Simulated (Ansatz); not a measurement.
Zinc-blende InN (metastable phase) was calculated with PBE0-D3(BJ) (PAW; Ansatz, an electronic-structure program).

Settings: plane-wave cutoff 460 eV, 10×10×10 k mesh, Fermi–Dirac smearing 0.01 eV, scalar-relativistic PAW data made under PBE.

Energies at three volumes about the minimum:

| V (Å³/atom) | E − E_lowest (meV/atom) |
|---|---|
| 14.696 | 6.27 |
| 15.073 | 0.00 |
| 15.575 | 5.70 |

Question: Fit a parabola by hand: where is the minimum, what lattice constant follows, and what is the bulk modulus?

Answer: Slopes: (0.00 − 6.27)/(15.073 − 14.696) = -16.631 and (5.70 − 0.00)/(15.575 − 15.073) = 11.355 meV/Å³. Curvature E″ = 2 × (11.355 − (-16.631))/(15.575 − 14.696) = 63.677 meV/Å⁶. From the middle of the first interval, the slope vanishes at V0 = 14.8845 − (-16.631)/63.677 = 15.146 Å³/atom. B = V0 E″ = 15.146 × 63.677 meV/Å³ × 0.1602 GPa per meV/Å³ = 155 GPa. With 8 atoms in the cube, a = (8 × 15.146)^(1/3) = 4.948 Å. The full Birch–Murnaghan fit to all volumes gives V0 = 15.134 Å³/atom and B0 = 153 GPa.

Measured, for comparison: lattice constant a 5.01 ± 0.01 Å (temperature not stated, not corrected to a static lattice, epilayer on 3C-SiC; as tabulated in Schörmann, As, Lischka, Schley, Goldhahn et al., Appl. Phys. Lett. 89, 261903 …).
